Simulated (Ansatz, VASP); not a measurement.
## InGaP2 (Ga0.51In0.49P, zinc blende alloy lattice matched to GaAs) in two plane-wave programs

One calculation is typed for both programs; each brings its own data sets. How far apart do they land? The cell is invented: As first built, before any earlier steps moved the atoms (in the runner's words): 2x2x2 conventional cells of the GaP type (64 atoms: 32 P, 16 Ga, 16 In); Ga/In share their sites, the best of 600 random draws by like-pair counts in two shells; start lattice by linear mixing of the end members' cells; atoms moved at random by 0.02 A. It may not be a known or stable phase. Of the first pair: The structure shown is the start of the Ansatz relaxation below; VASP solves that cell, so the two are compared at the walk's first step.

Program: Ansatz 0.2.0. Level of theory: plane waves, with VASP 6.6.1 beside it; single point at PBE. Results are calculated unless marked as measured.

### Step 1. Set-up

The cell holds 64 atoms: 32 P, 16 Ga and 16 In. Cell: a = 11.303 Å, b = 11.303 Å, c = 11.303 Å, α = 90.0°, β = 90.0°, γ = 90.0°. It derives from GaP (GaP type, space group 216), repeated 2×2×2. As first built, before any earlier steps moved the atoms (in the runner's words): 2x2x2 conventional cells of the GaP type (64 atoms: 32 P, 16 Ga, 16 In); Ga/In share their sites, the best of 600 random draws by like-pair counts in two shells; start lattice by linear mixing of the end members' cells; atoms moved at random by 0.02 A.

### Step 2. Ansatz: relaxation, PBE

Ansatz runs on its default PAW (the set named soft_2) files.

The two programs are compared at the cell with which this relaxation starts, whose forces are those of its first step.

input.yaml reads:

```yaml
crystal:
  lattice:
    - [11.30329, 0.0, 0.0]
    - [0.0, 11.30329, 0.0]
    - [0.0, 0.0, 11.30329]
  atoms:
    - { symbol: P, position: [0.12537, 0.12206, 0.37629] }
    - { symbol: P, position: [0.12465, 0.37479, 0.12261] }
    - { symbol: P, position: [0.37489, 0.12472, 0.12489] }
    - { symbol: P, position: [0.37667, 0.37749, 0.37523] }
    - { symbol: P, position: [0.1246, 0.12697, 0.87361] }
    - { symbol: P, position: [0.12484, 0.37538, 0.62542] }
    - { symbol: P, position: [0.37375, 0.12453, 0.62473] }
    - { symbol: P, position: [0.3745, 0.37253, 0.87499] }
    - { symbol: P, position: [0.12137, 0.62428, 0.3777] }
    - { symbol: P, position: [0.12594, 0.87521, 0.12283] }
    - { symbol: P, position: [0.37965, 0.62614, 0.1229] }
    - { symbol: P, position: [0.37167, 0.8763, 0.37252] }
    - { symbol: P, position: [0.12457, 0.625, 0.87637] }
    - { symbol: P, position: [0.12553, 0.87692, 0.62346] }
    - { symbol: P, position: [0.37638, 0.6265, 0.62519] }
    - { symbol: P, position: [0.37488, 0.8796, 0.87509] }
    - { symbol: P, position: [0.62698, 0.12559, 0.37317] }
    - { symbol: P, position: [0.62212, 0.3741, 0.12476] }
    - { symbol: P, position: [0.87787, 0.12356, 0.12532] }
    - { symbol: P, position: [0.87215, 0.37702, 0.37896] }
    - { symbol: P, position: [0.62276, 0.12036, 0.87534] }
    - { symbol: P, position: [0.62462, 0.37535, 0.62486] }
    - { symbol: P, position: [0.87458, 0.12594, 0.62474] }
    - { symbol: P, position: [0.87768, 0.37258, 0.87743] }
    - { symbol: P, position: [0.62543, 0.62434, 0.37143] }
    - { symbol: P, position: [0.62718, 0.87313, 0.12464] }
    - { symbol: P, position: [0.87514, 0.62503, 0.12489] }
    - { symbol: P, position: [0.87549, 0.87467, 0.37497] }
    - { symbol: P, position: [0.62466, 0.62329, 0.87293] }
    - { symbol: P, position: [0.62356, 0.87228, 0.62459] }
    - { symbol: P, position: [0.87541, 0.62599, 0.62791] }
    - { symbol: P, position: [0.87408, 0.87613, 0.87394] }
    - { symbol: Ga, position: [0.99879, 0.998, 0.5002] }
    - { symbol: Ga, position: [0.25087, 0.99878, 0.74844] }
    - { symbol: Ga, position: [0.00068, 0.74825, 0.25166] }
    - { symbol: Ga, position: [0.99892, 0.50227, 0.50243] }
    - { symbol: Ga, position: [0.24853, 0.50337, 0.75005] }
    - { symbol: Ga, position: [0.25005, 0.75145, 0.50023] }
    - { symbol: Ga, position: [0.50242, 0.00108, 0.00137] }
    - { symbol: Ga, position: [0.75005, 0.99853, 0.2504] }
    - { symbol: Ga, position: [0.49826, 0.99887, 0.50156] }
    - { symbol: Ga, position: [0.50283, 0.25166, 0.75143] }
    - { symbol: Ga, position: [0.7497, 0.25194, 0.50307] }
    - { symbol: Ga, position: [0.50125, 0.49948, 0.00066] }
    - { symbol: Ga, position: [0.7533, 0.74978, 0.99637] }
    - { symbol: Ga, position: [0.49932, 0.49982, 0.50105] }
    - { symbol: Ga, position: [0.75238, 0.50106, 0.75014] }
    - { symbol: Ga, position: [0.74747, 0.75412, 0.49355] }
    - { symbol: In, position: [0.99802, 0.00124, 0.99964] }
    - { symbol: In, position: [0.99896, 0.24957, 0.25176] }
    - { symbol: In, position: [0.2499, 0.00241, 0.25081] }
    - { symbol: In, position: [0.24892, 0.25146, 0.00026] }
    - { symbol: In, position: [0.00022, 0.24841, 0.7494] }
    - { symbol: In, position: [0.24713, 0.24687, 0.50195] }
    - { symbol: In, position: [0.9999, 0.4984, 0.99878] }
    - { symbol: In, position: [0.25209, 0.49944, 0.251] }
    - { symbol: In, position: [0.25144, 0.75333, 0.99809] }
    - { symbol: In, position: [0.00054, 0.75123, 0.75193] }
    - { symbol: In, position: [0.50043, 0.24917, 0.25107] }
    - { symbol: In, position: [0.749, 0.24935, 0.99895] }
    - { symbol: In, position: [0.75146, 0.99956, 0.75021] }
    - { symbol: In, position: [0.4994, 0.75384, 0.2528] }
    - { symbol: In, position: [0.74877, 0.49942, 0.2483] }
    - { symbol: In, position: [0.50137, 0.75007, 0.74876] }
kpoints:
  mp_grid: { grid: [2, 2, 2], shift: [0.5, 0.5, 0.5] }
hamiltonian:
  xc: pbe
scf:
  occupations: { method: fermi_dirac, width: 0.01 }
output:
  forces: true
  stress: true
relax:
  f_tol: 0.02
  max_steps: 45
  cell: { stress_tol: 0.1 }
```

On the command line:

```bash
> ansatz run input.yaml --threads 8 --pin off --max-ram 15360MiB --backend cpu --events-out ev --progress --plain --runs-dir out
```

Numbers of over 12 decimals in the logs are rounded to 6 here.

The log of the run:

```text
The last accepted step is kept in <dir> (removed where the run ends without a failure and the disk answers)
Engine: ansatz 0.2.0, x86_64-unknown-linux-gnu
Pseudopotentials: kind: paw
Pseudopotential: P, paw, valence charge 5, recommended cutoff 420 eV (normal), P.paw.azcp
Pseudopotential: Ga, paw, valence charge 13, recommended cutoff 420 eV (normal), Ga.paw.azcp
Pseudopotential: In, paw, valence charge 13, recommended cutoff 420 eV (normal), In.paw.azcp
Functional definition: PBE
  parameter kappa = 0.804
  parameter beta = 0.066725
  exchange = pbe_x(kappa = kappa, mu = beta*pi^2/3)
  correlation = pbe_c(beta = beta)
Crystal: 64 atoms, lattice volume = 1444.158 Å³
Basis set: ecut = 420 eV, 28257 PW (Γ), exchange–correlation on 160×160×160 points (8 copies of the dense FFT grid, shifted against one another)
Bands: 352, of which v1, the nominal top of the filled ones, is band 288 counted from 1 (287 counted from 0)
Symmetry: 1 space group operations
Space group: P1 (ITA 1), of the structure as read, at distance tolerance 1.1e-4 Å
k-points: 4 of 8 (time reversal used)
Non-local potential: P, projectors of the file, l = 0: 2, l = 1: 2, l = 2: 2
Non-local potential: Ga, projectors of the file, l = 0: 2, l = 1: 2, l = 2: 3, l = 3: 1
Non-local potential: In, projectors of the file, l = 0: 2, l = 1: 2, l = 2: 2, l = 3: 2
PAW form: soft (Blöchl's): semilocal exchange-correlation on the pseudo side does not see the compensation charge
PAW one-centre angular grid: P, 110 points (default); XC on 64 Gauss nodes
PAW one-centre angular grid: Ga, 590 points (default); XC on 64 Gauss nodes
PAW one-centre angular grid: In, 590 points (default); XC on 64 Gauss nodes
Initial density: superposition of atomic densities (neutral atoms: chi_scale 0, normalization atom), corrected by the library's trained network
Initial wavefunctions: pseudopotential atomic-orbital guess
Functional: x = pbe(κ = 0.804, μ = 0.219515), c = pbe(β = 0.066725)
SCF iter   1: F=—  HF=-174291.411385 eV  |F-HF|=—  |Δ(HF+E_count)|=         —  Δρ=1.44e-3  dr2=5.95e-2  ethr=1.77e-3  ⟨swp⟩=8.0  Hψ=6387  notcnv=0  defer=10
preconditioner: auto → Resta (q_TF=auto, 2.341 Å⁻¹)  ε∞=4.0  [insulator: Δε(μ)=1.715 eV  Ē_g=13.611 eV  σ=0.010 eV  W_gap=1.00  n_scr=304 (ndim 8)  ℏωp=23.5 eV  f_vac=0.016  D(μ)=0.00/eV (n_scr^D=0)  ε∞_Penn≈4.0]
SCF iter   2: F=—  HF=-174291.362576 eV  |F-HF|=—  |Δ(HF+E_count)|=   4.88e-2  Δρ=7.57e-4  dr2=1.34e-2  ethr=1.03e-5  ⟨swp⟩=3.0  Hψ=3096  notcnv=0  defer=236
SCF iter   3: F=—  HF=-174291.363695 eV  |F-HF|=—  |Δ(HF+E_count)|=   1.12e-3  Δρ=3.68e-4  dr2=1.94e-3  ethr=2.33e-6  ⟨swp⟩=2.0  Hψ=2344  notcnv=0  defer=236
SCF iter   4: F=—  HF=-174291.363343 eV  |F-HF|=—  |Δ(HF+E_count)|=   3.52e-4  Δρ=1.46e-4  dr2=4.80e-4  ethr=3.36e-7  ⟨swp⟩=2.0  Hψ=2324  notcnv=0  defer=236
SCF iter   5: F=—  HF=-174291.363849 eV  |F-HF|=—  |Δ(HF+E_count)|=   5.07e-4  Δρ=4.55e-5  dr2=5.37e-5  ethr=8.32e-8  ⟨swp⟩=2.0  Hψ=1684  notcnv=0  defer=236
SCF iter   6: F=—  HF=-174291.362465 eV  |F-HF|=—  |Δ(HF+E_count)|=   1.38e-3  Δρ=1.60e-5  dr2=4.49e-6  ethr=9.33e-9  ⟨swp⟩=2.0  Hψ=1968  notcnv=0  defer=236
SCF iter   7: F=—  HF=-174291.362472 eV  |F-HF|=—  |Δ(HF+E_count)|=   7.09e-6  Δρ=4.78e-6  dr2=1.28e-6  ethr=7.80e-10  ⟨swp⟩=3.0  Hψ=2596  notcnv=0  defer=236
SCF iter   8: F=-174291.362472 eV  HF=-174291.362472 eV  |F-HF|=6.00e-9  |Δ(HF+E_count)|=   2.34e-7  Δρ=1.84e-6  dr2=4.35e-8  ethr=1.74e-11  ⟨swp⟩=3.0  Hψ=5170  notcnv=0
SCF 1 converged in 8 iterations: F = -174291.362472 eV  dr2 = 4.35e-8
  greatest PAW one-centre occupation: 0.994 electrons in one spin orbital (limit 2), on the Ga atom at site 47 (counted from 0), in its partial waves of l = 2
relax step   1: F+E_penalty+E_count = -174291.36247247 eV  Δ(F+E_penalty+E_count) = +0.000e0 eV  max|allowed force component| = 2.091e0 eV/Å  Δτ_max = 0.0000 Å  P = +4.322 GPa  Ω = 1444.158 Å³  (8 SCF iters, dr2 threshold 1.00e-7 eV, accepted)
Crystal: 64 atoms, lattice volume = 1519.240 Å³
Basis set: ecut = 420 eV, 29585 PW (Γ), exchange–correlation on 160×160×160 points (8 copies of the dense FFT grid, shifted against one another)
Initial density: handed on by an earlier stage of this run
Initial wavefunctions: those handed on with the density
iter 1 solved again at ethr=1.71e-4 eV; its pass at ethr=3.10e-3 eV (dr2=9.87e-1 eV) is discarded
SCF iter   1: F=—  HF=-174295.621812 eV  |F-HF|=—  |Δ(HF+E_count)|=         —  Δρ=8.21e-3  dr2=1.01e0  ethr=1.71e-4  ⟨swp⟩=9.2  Hψ=7714  notcnv=0  defer=7
preconditioner: auto → Resta (q_TF=auto, 2.321 Å⁻¹)  ε∞=3.9  [insulator: Δε(μ)=1.527 eV  Ē_g=13.414 eV  σ=0.010 eV  W_gap=1.00  n_scr=340 (ndim 8)  ℏωp=22.9 eV  f_vac=0.024  D(μ)=0.00/eV (n_scr^D=0)  ε∞_Penn≈3.9]
SCF iter   2: F=—  HF=-174295.487632 eV  |F-HF|=—  |Δ(HF+E_count)|=   1.34e-1  Δρ=4.21e-3  dr2=2.04e-1  ethr=1.71e-4  ⟨swp⟩=2.0  Hψ=1640  notcnv=0  defer=236
[...]
atom  11  P      0.00020577    -0.00180013     0.00239070
  atom  12  P     -0.00046057     0.00009552     0.00093986
  atom  13  P     -0.00101070    -0.00052939    -0.00018330
  atom  14  P     -0.00220032     0.00155584    -0.00043808
  atom  15  P     -0.00124661     0.00046019    -0.00075449
  atom  16  P     -0.00108359    -0.00028193     0.00010842
  atom  17  P     -0.00065116     0.00031929    -0.00036736
  atom  18  P      0.00117308     0.00189412     0.00253608
  atom  19  P      0.00040925     0.00089329    -0.00025373
  atom  20  P      0.00089028    -0.00095551     0.00066174
  atom  21  P      0.00172464    -0.00057852    -0.00027516
  atom  22  P     -0.00054793    -0.00196560    -0.00120691
  atom  23  P      0.00182117    -0.00040070    -0.00021678
  atom  24  P      0.00054988     0.00015423     0.00050475
  atom  25  P     -0.00223421    -0.00095642    -0.00149335
  atom  26  P     -0.00093970     0.00102548     0.00004972
  atom  27  P      0.00205659    -0.00147196    -0.00078181
  atom  28  P     -0.00082808     0.00141265     0.00084462
  atom  29  P      0.00033792     0.00109411     0.00023771
  atom  30  P      0.00060889    -0.00024325     0.00001896
  atom  31  P      0.00053848    -0.00040374     0.00021749
  atom  32  P      0.00070879    -0.00037349    -0.00103996
  atom  33  Ga    -0.00163146    -0.00145886     0.00023034
  atom  34  Ga     0.00152373     0.00008765     0.00027953
[...]
atom  57  In     0.00069981    -0.00061875    -0.00124311
  atom  58  In    -0.00043838     0.00035198     0.00052449
  atom  59  In    -0.00009085     0.00009639    -0.00254569
  atom  60  In    -0.00014131    -0.00022371     0.00111613
  atom  61  In    -0.00116025     0.00006283     0.00112769
  atom  62  In    -0.00002013    -0.00113995    -0.00075654
  atom  63  In    -0.00059471    -0.00138462    -0.00072497
  atom  64  In    -0.00178031     0.00021160     0.00160335
  max |Σ_I F_I| component: 1.33e-6 eV/Å
--- Stress (GPa, compression-positive) ---
        0.004581      -0.000710      -0.001273
       -0.000710       0.001796      -0.000474
       -0.001273      -0.000474       0.001877
  P = ⅓ Tr σ = 0.0028 GPa (0.028 kbar)
--- Relaxed structure (4 steps of the walk, 4 accepted, 1 SCFs on fresh bases) ---
  F+E_penalty+E_count = -174295.60451458 eV   max|allowed force component| = 3.026e-3 eV/Å   (the final SCF, on the basis selected at the relaxed cell)
  cell:  # Å, volume = 1507.2308 Å³
    - [11.456911, -4.109345753763893e-5, -0.00345991]
    - [-4.109345753763893e-5, 11.463661, -0.00150384]
    - [-0.00345991, -0.00150384, 11.475958]
  atoms:
    - { symbol: P, position: [0.120333, 0.118771, 0.384006] }
    - { symbol: P, position: [0.124403, 0.372859, 0.125474] }
    - { symbol: P, position: [0.381587, 0.116934, 0.120809] }
    - { symbol: P, position: [0.383506, 0.380989, 0.382914] }
    - { symbol: P, position: [0.129942, 0.117417, 0.865806] }
    - { symbol: P, position: [0.125518, 0.391048, 0.623457] }
    - { symbol: P, position: [0.384840, 0.120101, 0.630343] }
    - { symbol: P, position: [0.383069, 0.383205, 0.862696] }
    - { symbol: P, position: [0.115555, 0.633728, 0.382853] }
    - { symbol: P, position: [0.119120, 0.864179, 0.134475] }
    - { symbol: P, position: [0.384736, 0.619338, 0.117464] }
    - { symbol: P, position: [0.376690, 0.873373, 0.389852] }
    - { symbol: P, position: [0.134395, 0.619024, 0.864622] }
    - { symbol: P, position: [0.130944, 0.882121, 0.619760] }
    - { symbol: P, position: [0.369049, 0.620768, 0.618235] }
    - { symbol: P, position: [0.376679, 0.886760, 0.873312] }
    - { symbol: P, position: [0.631598, 0.117679, 0.382365] }
    - { symbol: P, position: [0.618630, 0.384225, 0.119703] }
    - { symbol: P, position: [0.865277, 0.119612, 0.132262] }
    - { symbol: P, position: [0.873124, 0.376819, 0.390243] }
    - { symbol: P, position: [0.611433, 0.126104, 0.871461] }
    - { symbol: P, position: [0.624339, 0.372877, 0.625769] }
    - { symbol: P, position: [0.875299, 0.123199, 0.612439] }
    - { symbol: P, position: [0.867379, 0.380586, 0.866401] }
    - { symbol: P, position: [0.623652, 0.625486, 0.390564] }
    - { symbol: P, position: [0.630117, 0.881996, 0.119077] }
    - { symbol: P, position: [0.874313, 0.639405, 0.128361] }
    - { symbol: P, position: [0.872861, 0.873191, 0.377039] }
    - { symbol: P, position: [0.632350, 0.621066, 0.879026] }
    - { symbol: P, position: [0.626179, 0.871525, 0.612002] }
    - { symbol: P, position: [0.865129, 0.620928, 0.619357] }
    - { symbol: P, position: [0.867057, 0.866880, 0.877755] }
    - { symbol: Ga, position: [0.998252, 0.996019, 0.498347] }
    - { symbol: Ga, position: [0.255301, 1.000857, 0.745580] }
    - { symbol: Ga, position: [-0.00511112, 0.752151, 0.257170] }
    - { symbol: Ga, position: [0.996195, 0.505576, 0.503157] }
    - { symbol: Ga, position: [0.254602, 0.501221, 0.743832] }
    - { symbol: Ga, position: [0.247329, 0.751047, 0.502391] }
    - { symbol: Ga, position: [0.501796, 0.000814545, -0.00272231] }
    - { symbol: Ga, position: [0.749296, 0.996027, 0.254121] }
    - { symbol: Ga, position: [0.503215, 0.998637, 0.502574] }
    - { symbol: Ga, position: [0.500306, 0.251954, 0.747179] }
    - { symbol: Ga, position: [0.748736, 0.248999, 0.502437] }
    - { symbol: Ga, position: [0.502970, 0.500904, -0.00780016] }
    - { symbol: Ga, position: [0.748267, 0.750756, 1.002500] }
    - { symbol: Ga, position: [0.501621, 0.499914, 0.506604] }
    - { symbol: Ga, position: [0.745712, 0.499817, 0.746189] }
    - { symbol: Ga, position: [0.750675, 0.749185, 0.498396] }
    - { symbol: In, position: [0.998180, -0.00427694, 1.002363] }
    - { symbol: In, position: [0.995402, 0.248651, 0.256837] }
    - { symbol: In, position: [0.250728, -0.00454009, 0.254574] }
    - { symbol: In, position: [0.256618, 0.250533, -0.00723089] }
    - { symbol: In, position: [0.000709723, 0.252231, 0.743211] }
    - { symbol: In, position: [0.252415, 0.250575, 0.505960] }
    - { symbol: In, position: [0.997963, 0.504778, 0.997939] }
    - { symbol: In, position: [0.249801, 0.504899, 0.254227] }
    - { symbol: In, position: [0.252683, 0.750286, 0.997714] }
    - { symbol: In, position: [0.000220072, 0.748314, 0.743864] }
    - { symbol: In, position: [0.504493, 0.247931, 0.252184] }
    - { symbol: In, position: [0.744143, 0.250335, 0.997801] }
    - { symbol: In, position: [0.746213, 1.000000, 0.746180] }
    - { symbol: In, position: [0.503909, 0.751853, 0.251823] }
    - { symbol: In, position: [0.749303, 0.504243, 0.254618] }
    - { symbol: In, position: [0.500293, 0.748126, 0.748108] }
```

The column dr2 measures how far the density is from self-consistency, as an energy; F and HF (Harris–Foulkes) agree once it is small.

(Continued in part 2 of 3.)

[Lines on the potential files, build, host, timing and source positions are cut from VASP's logs without a mark.]

[Logs are printed without paths, hosts, clocks, repeated set-up lines and the standing remarks that a program may print on its own settings, such as how far it seeks lower states.]

[Hosts, paths, dates, database ids (printed as entryN), source tags and the programs' standing remarks are cut or masked in the printed files.]
